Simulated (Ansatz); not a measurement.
Reaction (ligand exchange at the Si–O bond): `OCCO[SiH3]` + `N[SiH](F)Br` → `F[SiH](Br)N[SiH3]` + `OCCO`

Isolated molecules relaxed with PBE0-D4/def2-TZVP in Ansatz; ΔE leaves out vibrations. CBS: MP2 limit from def2 TZ/QZ plus the TZ coupled-cluster correction, frozen cores. This one scheme is used for every species. DFT in def2-TZVPP. For Br outer-core shells are correlated without core-valence functions, which leaves a few kJ/mol of doubt a bond. Scalar relativity is left out up to krypton. Each species was taken in one conformer, which may not be the lowest.

```json
{"level": "B2PLYP", "ΔE (kcal/mol)": "9.1"}
{"level": "PBE", "ΔE (kcal/mol)": "7.4"}
{"level": "MP2/def2-TZVPP", "ΔE (kcal/mol)": "8.4"}
{"level": "SCS-MP2/def2-TZVPP", "ΔE (kcal/mol)": "8.8"}
{"level": "CCSD/def2-TZVPP", "ΔE (kcal/mol)": "8.4"}
{"level": "HF/def2-QZVPP", "ΔE (kcal/mol)": "10.7"}
{"level": "SCS-MP2/def2-QZVPP", "ΔE (kcal/mol)": "8.9"}
{"level": "MP2/CBS(def2)", "ΔE (kcal/mol)": "8.5"}
```

What does CCSD(T)/CBS give? (Estimate.)

Ansatz gave: +8.2 kcal/mol. The listed levels differ from it by 0.9, -0.8, 0.2, 0.6, 0.2, 2.5, 0.7, 0.3 kcal/mol.

Largest T1 diagnostic among the species: 0.011.

In def2-TZVPP, CCSD(T) changes the Hartree–Fock value by −2.4 kcal/mol (the triples alone add −0.3 kcal/mol) and MP2 by −2.1 kcal/mol.

CCSD(T)/CBS has its own doubt, a few kJ/mol and more with outer-core shells, so smaller differences from it don't rank the levels.
